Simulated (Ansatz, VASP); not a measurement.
# BaZrO3 in VASP and in Ansatz

INCAR

```
  PREC = Accurate
  ENCUT = 520
  EDIFF = 1E-6
  ISMEAR = -1
  SIGMA = 0.05
  LREAL = F
  LASPH = T
  NELM = 60
  ALGO = Normal
  ISIF = 2
  LWAVE = F
  LCHARG = F
  GGA = PE
  NBANDS = 28
```

File KPOINTS:

```
regular mesh
0
Gamma
  6 6 6
```

File POSCAR:

```
BaZrO3
1.0
    4.1632093537      0.0000000000      0.0000000000
    0.0000000000      4.1632093537      0.0000000000
    0.0000000000      0.0000000000      4.1632093537
Ba Zr O
1 1 3
Direct
    0.0000000000      0.0000000000      0.0000000000
    0.5000000000      0.5000000000      0.5000000000
    0.5000000000      0.5000000000      0.0000000000
    0.5000000000      0.0000000000      0.5000000000
    0.0000000000      0.5000000000      0.5000000000
```

input.yaml

```yaml
crystal:
  lattice:
    - [4.1632093537, 0.0, 0.0]
    - [0.0, 4.1632093537, 0.0]
    - [0.0, 0.0, 4.1632093537]
  atoms:
    - { symbol: Ba, position: [0.0, 0.0, 0.0] }
    - { symbol: Zr, position: [0.5, 0.5, 0.5] }
    - { symbol: O, position: [0.5, 0.5, 0.0] }
    - { symbol: O, position: [0.5, 0.0, 0.5] }
    - { symbol: O, position: [0.0, 0.5, 0.5] }
hamiltonian:
  xc: pbe
  pseudopotentials: { kind: paw }
kpoints:
  mp_grid: { grid: [6, 6, 6] }
scf:
  occupations: { method: fermi_dirac, width: 0.05 }
output:
  forces: true
  stress: true
  eigenvalues: true
  write_density: true
  write_potential: true
  elf: true
  volumetric_format: npy
```

Alike in both runs: task single point; functional PBE; k mesh 6 × 6 × 6; occupations fermi-dirac, width 0.05 eV; no spin polarisation.

|  | VASP | Ansatz |
| --- | --- | --- |
| version | VASP 6.6.1 | Ansatz 0.2.0 |
| potentials or method | VASP PAW PBE potentials, release 64 (Ba_sv, Zr_sv, O) | Ansatz PAW |
| plane-wave cutoff (eV) | 520 | 420 |
| valence electrons in the cell | 40 | 40 |

|  | VASP | Ansatz | Ansatz less VASP |
| --- | --- | --- | --- |
| gap on the k mesh at the Fermi level (eV) | 3.23 | 3.29 | +0.053 |
| least direct gap on the mesh (eV) | 3.43 | 3.46 | +0.024 |
| pressure (GPa) | 8.7 | 7.6 | -1.14 |

Caveats: spin-orbit coupling is left out, which moves the levels of the heavy elements; the pressure holds a Pulay correction of +0.5 GPa for the finite cutoff (Ansatz). A k mesh can miss the band edges. A hybrid or GW would open this gap; PBE tends to underestimate it.
